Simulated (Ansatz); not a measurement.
# CsCl: response to strain

Aim: deform CsCl (z strained by +1.5 % at fixed volume) and compute stress, forces and field gradients with LAPW, PAW and all-electron datasets made for the crystal.

Method: DFT PBE, scalar-relativistic, in Ansatz 0.2.0.

## 1. The system as given

The structure is cubic, space group Pm-3m (No. 221). Conventional cell: a = 4.123 Å, b = 4.123 Å, c = 4.123 Å, α = 90.00°, β = 90.00°, γ = 90.00°. Around Cs (site symmetry m-3m) lie 8 Cl at 3.57 Å. Cl (site symmetry m-3m) is surrounded by 8 Cs at 3.57 Å.

Structure file:

```xyz
2
Lattice="4.1230 0.0000 0.0000 0.0000 4.1230 0.0000 0.0000 0.0000 4.1230" Properties=species:S:1:pos:R:3 pbc="T T T"
Cs    0.0000    0.0000    0.0000
Cl    2.0615    2.0615    2.0615
```

Atoms are numbered in the order of the input: Cs1, Cl2.

## 2. After the deformation

Space group Pm-3m before, P4/mmm after.

## 3. Full-potential LAPW

input.yaml reads:

```yaml
crystal:
  lattice:
    - [4.0924210861, 0.0, 0.0]
    - [0.0, 4.0924210861, 0.0]
    - [0.0, 0.0, 4.184845]
  atoms:
    - { symbol: Cs, position: [0.0, 0.0, 0.0] }
    - { symbol: Cl, position: [0.5, 0.5, 0.5] }
kpoints:
  mp_grid: { grid: [6, 6, 6] }
scf:
  occupations: { method: fermi_dirac, width: 0.03 }
hamiltonian:
  xc: pbe
  pseudopotentials: { kind: all_electron, lapw: { basis_error: 0.001 } }
output:
  forces: true
  stress: true
  eigenvalues: true
```

The run is started by

```
$ ansatz run input.yaml --threads 1 --pin off --max-ram 2048MiB --backend cpu --events-out ev --progress --plain --runs-dir out
```

Standard output, shortened:

```text
LAPW: plane waves up to 5.433 Å⁻¹, error target 1.0e-3 eV per atom; small_component_spin mean_spin; Cl in spheres of 1.760 Å, 13 of its electrons in bands, Dirac shells []; Cs in spheres of 1.811 Å, 27 of its electrons in bands, Dirac shells []
[...]
Pseudopotentials: kind: all_electron
Pseudopotential: Cs, LAPW, valence charge 27, Koelling and Harmon's equation, gaussian nucleus
Pseudopotential: Cl, LAPW, valence charge 13, Koelling and Harmon's equation, gaussian nucleus
Functional definition: PBE
[...]
Crystal: 2 atoms, lattice volume = 70.087 Å³
Basis set: ecut = 112.46523941524161 eV, 179 PW (Γ), exchange–correlation at level 2
Bands: 24, of which v1, the nominal top of the filled ones, is band 20 counted from 1 (19 counted from 0)
Symmetry: 16 space group operations
Space group: P4/mmm (ITA 123), of the structure as read, at distance tolerance 4.1e-5 Å
k-points: 40 of 216
[...]
SCF iter   1: F=—  HF=-224447.850225 eV  |F-HF|=—  |Δ(HF+E_count)|=         —  Δρ=1.44e-2  dr2=4.06e-1  ethr=1.02e-3  ⟨swp⟩=2.5  Hψ=6006  notcnv=0
[...]
SCF iter   8: F=-224447.441467 eV  HF=-224447.441467 eV  |F-HF|=3.09e-9  |Δ(HF+E_count)|=   1.67e-7  Δρ=2.83e-6  dr2=9.68e-9  ethr=1.13e-10  ⟨swp⟩=3.0  Hψ=3385  notcnv=0
[...]
the search or the solves at the SCF's close seem to have found levels that the self-consistency loop had missed (the run counts 2). By its estimate they hold under 1e-12 electrons; where the run keeps them, the occupations were computed again with them
SCF converged after 8 iterations
Free energy (F): -224447.441467 eV
[...]
E sigma→0 (E₀):  -224447.441467 eV
Fermi energy:    7.661766 eV
[...]
--- Forces (eV/Å), atoms counted from 1 ---
  atom   1  Cs    -0.00000000    -0.00000000     0.00000000
  atom   2  Cl     0.00000000     0.00000000     0.00000000
[...]
--- Stress (GPa, compression-positive) ---
        1.213391       0.000000       0.000000
        0.000000       1.213391       0.000000
        0.000000       0.000000       0.583219
  P = ⅓ Tr σ = 1.0033 GPa (10.033 kbar)
--- Band table (eV; the first three rows and the last of 40) ---
  k-point 0: bands = ["-207.6177", "-177.1193", "-177.1164", "-177.1164", "-148.1562", "-148.1562", "-148.1534", "-61.6833", "-61.6809", "-61.6800", "-61.6784", "-61.6784", "-14.3641", "-7.1754", "-0.8946", "-0.8325", "-0.8325", "4.9581", "5.0234", "5.0234", "10.2511", "10.4023", [...]
[...]
```

Run time: 7.1 s. Hardware: 1 thread of Arm Neoverse V1, shared host; peak memory 0.27 GiB.

Read from it: pressure 1.00 GPa; gap on the k mesh 5.23 eV.

## 4. PAW on the default files

input.yaml, as its differences from that of step 3:

```diff
@@ -14,3 +14,3 @@
   xc: pbe
-  pseudopotentials: { kind: all_electron, lapw: { basis_error: 0.001 } }
+  pseudopotentials: { kind: paw }
 output:
@@ -19 +19,2 @@
   eigenvalues: true
+  efg: { contact_densities: true }
```

The run is started by

```
$ ansatz run input.yaml --threads 1 --pin off --max-ram 2048MiB --backend cpu --events-out ev --progress --plain --runs-dir out
```

Standard output:

```text
Cs: output.efg is read without spin–orbit coupling, which moves field gradients at and beside such atoms by some per cent and up to a factor of two; PAW files take it under magnetization.noncollinear and magnetization.spin_orbit
Engine: ansatz 0.2.0
Pseudopotentials: kind: paw
Pseudopotential: Cs, paw, valence charge 9, recommended cutoff 420 eV (normal)
Pseudopotential: Cl, paw, valence charge 7, recommended cutoff 420 eV (normal)
[... 1 set-up line as earlier in the session ...]
  parameter kappa = 0.804
  parameter beta = 0.06672455060314922
  exchange = pbe_x(kappa = kappa, mu = beta*pi^2/3)
  correlation = pbe_c(beta = beta)
Crystal: 2 atoms, lattice volume = 70.087 Å³
Basis set: ecut = 420 eV, 1357 PW (Γ), exchange–correlation on 60×60×60 points (8 copies of the dense FFT grid, shifted against one another)
Bands: 12, of which v1, the nominal top of the filled ones, is band 8 counted from 1 (7 counted from 0)
[... 2 set-up lines as earlier in the session ...]
k-points: 40 of 216
Non-local potential: Cs, projectors of the file, l = 0: 3, l = 1: 2, l = 2: 2, l = 3: 2
Non-local potential: Cl, projectors of the file, l = 0: 2, l = 1: 2, l = 2: 2
PAW form: soft (Blöchl's): semilocal exchange-correlation on the pseudo side does not see the compensation charge
PAW one-centre angular grid: Cs, 194 points (default); XC on 64 Gauss nodes
PAW one-centre angular grid: Cl, 110 points (default); XC on 64 Gauss nodes
Initial density: superposition of atomic densities (neutral atoms: chi_scale 0, normalization atom), corrected by the library's trained network
Initial wavefunctions: pseudopotential atomic-orbital guess
Functional: x = pbe(κ = 0.804, μ = 0.2195149727645171), c = pbe(β = 0.06672455060314922)
SCF iter   1: F=—  HF=-6754.118752 eV  |F-HF|=—  |Δ(HF+E_count)|=         —  Δρ=2.62e-4  dr2=5.07e-5  ethr=1.77e-3  ⟨swp⟩=8.1  Hψ=3377  notcnv=0
preconditioner: auto → none  [insulator: Δε(μ)=5.232 eV  Ē_g=12.145 eV  σ=0.030 eV  W_gap=1.00  n_scr=6 (ndim 8)  ℏωp=16.6 eV  f_vac=0.000  D(μ)=0.00/eV (n_scr^D=0)  ε∞_Penn≈2.9]
SCF iter   2: F=—  HF=-6754.119173 eV  |F-HF|=—  |Δ(HF+E_count)|=   4.20e-4  Δρ=1.71e-4  dr2=2.56e-5  ethr=3.17e-7  ⟨swp⟩=3.1  Hψ=1345  notcnv=0
SCF iter   3: F=—  HF=-6754.119252 eV  |F-HF|=—  |Δ(HF+E_count)|=   7.87e-5  Δρ=1.78e-4  dr2=3.56e-5  ethr=1.60e-7  ⟨swp⟩=2.1  Hψ=796  notcnv=0
SCF iter   4: F=—  HF=-6754.119239 eV  |F-HF|=—  |Δ(HF+E_count)|=   1.23e-5  Δρ=4.43e-5  dr2=1.71e-6  ethr=1.60e-7  ⟨swp⟩=2.0  Hψ=625  notcnv=0
SCF iter   5: F=—  HF=-6754.119239 eV  |F-HF|=—  |Δ(HF+E_count)|=   1.08e-7  Δρ=1.15e-5  dr2=1.75e-7  ethr=1.07e-8  ⟨swp⟩=2.0  Hψ=760  notcnv=0
SCF iter   6: F=-6754.119239 eV  HF=-6754.119239 eV  |F-HF|=7.67e-9  |Δ(HF+E_count)|=   1.29e-8  Δρ=3.20e-6  dr2=1.46e-8  ethr=6.25e-10  ⟨swp⟩=5.0  Hψ=2231  notcnv=0
SCF 1 converged in 6 iterations: F = -6754.119239 eV  dr2 = 1.46e-8
SCF converged after 6 iterations
Free energy (F): -6754.119239 eV
Harris-Foulkes:  -6754.119239 eV  (|F-HF|=7.67e-9)
Internal energy: -6754.119239 eV  (E = F + TS)
E sigma→0 (E₀):  -6754.119239 eV
Fermi energy:    5.675737 eV
--- Per-component energies (eV) ---
  E_band       = -54.073401
  E_kinetic    = 304.695675
  E_local      = -426.600395  (includes V_loc(G=0)·N_el)
  E_nonlocal   = 58.561920
  E_hartree    = 138.519271
  E_xc         = -282.737652
  E_vxc        = -250.174091  (∫ρ·V_xc dr)
  E_paw        = -5726.014106  (= ΣΔE_a)
  E_vpaw       = -17.597165  (= ΣTr[D̂ρ^β])
  E_aug_tail   = 0.000089  (compensation charges beyond the density's cutoff)
  E_ewald      = -820.544041
  E_smearing   = -0.000000  (= −TS)
  E_closure    = 0.000000  (closes the sum)
  Σ components = -6754.119239   (vs F -6754.119239, Δ=0.00e0)
--- Forces (eV/Å), atoms counted from 1 ---
  atom   1  Cs    -0.00000000     0.00000000     0.00000000
  atom   2  Cl     0.00000000     0.00000000     0.00000000
  max |Σ_I F_I| component: 5.62e-30 eV/Å
--- Stress (GPa, compression-positive) ---
        1.211731       0.000000       0.000000
        0.000000       1.211731       0.000000
        0.000000       0.000000       0.581454
  P = ⅓ Tr σ = 1.0016 GPa (10.016 kbar)
--- PAW observables at the nuclei: V_zz in 10²¹ V/m², potentials from the cell's mean, atoms counted from 1 ---
  atom   1  Cs V_zz =    -1.166338   η = 0.0000   by run symmetry: allowed
            electrostatic potential = -9373.559810 V   contact ρ = 1900603.641993 e/Å³
  atom   2  Cl V_zz =    +0.384821   η = 0.0000   by run symmetry: allowed
            electrostatic potential = -1776.457684 V   contact ρ = 24093.945893 e/Å³
--- Band table (eV; the first three rows and the last of 40) ---
  k-point 0: bands = ["-16.3488", "-9.1611", "-2.8801", "-2.8181", "-2.8181", "2.9722", "3.0374", "3.0374", "8.2650", "8.4159", "8.4374", "12.9792"]
  k-point 1: bands = ["-16.3311", "-9.1737", "-2.9997", "-2.7871", "-2.7871", "2.6433", "2.9814", "2.9814", "8.6091", "8.8169", "9.0795", "12.8121"]
  k-point 2: bands = ["-16.2953", "-9.2015", "-3.2145", "-2.7232", "-2.7232", "2.0973", "2.8657", "2.8657", "9.0550", "9.9064", "10.7195", "12.6579"]
  k-point 39: bands = ["-16.1296", "-8.9943", "-3.4049", "-3.4049", "-3.3066", "1.9207", "1.9207", "1.9368", "11.3675", "11.5872", "11.5872", "13.3389"]
```

It took 4 s on 1 thread of Arm Neoverse V1, shared host; peak memory 0.38 GiB.

In short: pressure 1.00 GPa; gap on the k mesh 5.23 eV; Vzz Cs1 -1.17 (η = 0.00), Cl2 0.38 (η = 0.00) (10²¹ V/m²).

## 5. All-electron PAW on datasets made for the crystal

input.yaml, as its differences from that of step 4:

```diff
@@ -14,3 +14,3 @@
   xc: pbe
-  pseudopotentials: { kind: paw }
+  pseudopotentials: { kind: all_electron, datasets: crystal }
 output:
```

The run is started by

```
$ ansatz run input.yaml --threads 1 --pin off --max-ram 2048MiB --backend cpu --events-out ev --progress --plain --runs-dir out
```

Standard output, shortened:

```text
[...]
Cs: output.efg is read without spin–orbit coupling, which moves field gradients at and beside such atoms by some per cent and up to a factor of two; PAW files take it under magnetization.noncollinear and magnetization.spin_orbit
[...]
[... 1 set-up line as earlier in the session ...]
Pseudopotential: Cs, paw, valence charge 9, recommended cutoff 200 eV (normal), Koelling and Harmon's equation, gaussian nucleus
Pseudopotential: Cl, paw, valence charge 7, recommended cutoff 200 eV (normal), Koelling and Harmon's equation, gaussian nucleus
[... 1 set-up line as earlier in the session ...]
[...]
Crystal: 2 atoms, lattice volume = 70.087 Å³
Basis set: ecut = 200 eV, 461 PW (Γ), exchange–correlation on 40×40×40 points (8 copies of the dense FFT grid, shifted against one another)
Bands: 12, of which v1, the nominal top of the filled ones, is band 8 counted from 1 (7 counted from 0)
[... 1 set-up line as earlier in the session ...]
[...]
--- Forces (eV/Å), atoms counted from 1 ---
  atom   1  Cs    -0.00000000     0.00000000     0.00000000
  atom   2  Cl     0.00000000     0.00000000     0.00000000
[...]
--- Stress (GPa, compression-positive) ---
        1.211980       0.000000       0.000000
        0.000000       1.211980       0.000000
        0.000000       0.000000       0.582062
  P = ⅓ Tr σ = 1.0020 GPa (10.020 kbar)
--- PAW observables at the nuclei: V_zz in 10²¹ V/m², potentials from the cell's mean, atoms counted from 1 ---
  atom   1  Cs V_zz =    -1.169670   η = 0.0000   by run symmetry: allowed
            electrostatic potential = -9373.551319 V   contact ρ = 1900307.710672 e/Å³
  atom   2  Cl V_zz =    +0.382190   η = 0.0000   by run symmetry: allowed
            electrostatic potential = -1776.385038 V   contact ρ = 24118.787638 e/Å³
--- Band table (eV; the first three rows and the last of 40) ---
  k-point 0: bands = ["-14.3642", "-7.1755", "-0.8947", "-0.8325", "-0.8325", "4.9580", "5.0232", "5.0232", "10.2505", "10.4018"]
[...]
```

Run time: 5.3 s. Hardware: 1 thread of Arm Neoverse V1, shared host; peak memory 0.4 GiB.

Result: pressure 1.00 GPa; gap on the k mesh 5.23 eV; Vzz Cs1 -1.17 (η = 0.00), Cl2 0.38 (η = 0.00) (10²¹ V/m²).

## 6. Stress and forces compared

Stress (GPa, compression positive):

| method | xx | yy | zz | yz | xz | xy |
| --- | --- | --- | --- | --- | --- | --- |
| LAPW | 1.21 | 1.21 | 0.58 | 0.00 | 0.00 | 0.00 |
| PAW | 1.21 | 1.21 | 0.58 | 0.00 | 0.00 | 0.00 |
| crystal datasets | 1.21 | 1.21 | 0.58 | 0.00 | 0.00 | 0.00 |

```
          method  pressure (GPa)  gap on the k mesh (eV)  Vzz Cs1 (10²¹ V/m²)  Vzz Cl2 (10²¹ V/m²)  SCF cycles, by the record's count   time
            LAPW            1.00                    5.23                    –                    –                                  8  7.1 s
             PAW            1.00                    5.23                -1.17                 0.38                                  6    4 s
crystal datasets            1.00                    5.23                -1.17                 0.38                                  7  5.3 s
```

## 7. Outcome

```
                                 quantity                                           value
                                 pressure  LAPW 1.00, PAW 1.00, crystal datasets 1.00 GPa
largest shear or deviatoric stress (LAPW)                                        0.42 GPa
```

**Reading.** The largest part of the stress beyond the pressure is 0.42 GPa in size, in the zz component; the atoms are carried along and not relaxed. No run of the undeformed cell stands beside it, so pressure and stress hold what the given cell had before the change, as far as its symmetry allows. PAW: stress within 0.01 GPa of LAPW. Crystal datasets: stress within 0.01 GPa of LAPW. Spin-orbit coupling is left out, though the cell holds Cs; in elements this heavy it can shift bands and gaps by tenths of an eV.

These are semilocal Kohn-Sham gaps, which aren't the measured quantity. Such gaps usually fall short of the measured ones.
